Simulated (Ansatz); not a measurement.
Computed with DFT PBE, scalar-relativistic, plane waves, PAW (Ansatz 0.2.0). All cells share a 420 eV cutoff and Γ-centred k meshes spaced at most about 0.3 Å⁻¹ (about 0.25 or finer for metals, 2π included). No spin polarisation.

All energies are static (0 K, no zero-point motion).

Question: Which of these relaxed structures of Te5Mo is the lowest in energy?
A.

```cif
data_structure
_symmetry_space_group_name_H-M 'P-6m2'
_symmetry_Int_Tables_number 187
_cell_length_a 3.6927
_cell_length_b 3.6927
_cell_length_c 15.3578
_cell_angle_alpha 90.000
_cell_angle_beta 90.000
_cell_angle_gamma 120.000
_cell_volume 181.37
loop_
_atom_site_label
_atom_site_type_symbol
_atom_site_symmetry_multiplicity
_atom_site_Wyckoff_symbol
_atom_site_fract_x
_atom_site_fract_y
_atom_site_fract_z
_atom_site_occupancy
Te1 Te 2 h 0.33333 0.66667 0.88541 1
Te2 Te 2 g 0.00000 0.00000 0.64318 1
Te3 Te 1 d 0.33333 0.66667 0.50000 1
Mo1 Mo 1 a 0.00000 0.00000 0.00000 1
```

B.

```cif
data_structure
_symmetry_space_group_name_H-M 'P4/mmm'
_symmetry_Int_Tables_number 123
_cell_length_a 8.2618
_cell_length_b 8.2618
_cell_length_c 3.1420
_cell_angle_alpha 90.000
_cell_angle_beta 90.000
_cell_angle_gamma 90.000
_cell_volume 214.46
loop_
_atom_site_label
_atom_site_type_symbol
_atom_site_symmetry_multiplicity
_atom_site_Wyckoff_symbol
_atom_site_fract_x
_atom_site_fract_y
_atom_site_fract_z
_atom_site_occupancy
Te1 Te 4 m 0.28304 0.00000 0.50000 1
Te2 Te 1 d 0.50000 0.50000 0.50000 1
Mo1 Mo 1 a 0.00000 0.00000 0.00000 1
```

Answer: A. The other, B, lies 279 meV/atom higher. Forms: A P-6m2; B P4/mmm. Counting Te atoms around Mo (those within 1.25 times the shortest such distance or 1.15 times the sum of covalent radii, 1.27 where that leaves under three): A has Mo 6; B has Mo 8. Both come from invented guesses. Even the lowest of the cells shown lies +0.04 eV/atom against the elements.

Weakly bound directions are ill-defined at this level, which has no dispersion term (P-6m2, P4/mmm), and this can change margins and order among such cells. Spin–orbit coupling, which can matter for Te, is left out. Cells relaxed within their symmetry can be saddle points. Some types were kept out of the candidates beforehand, so the set may lack a known form.
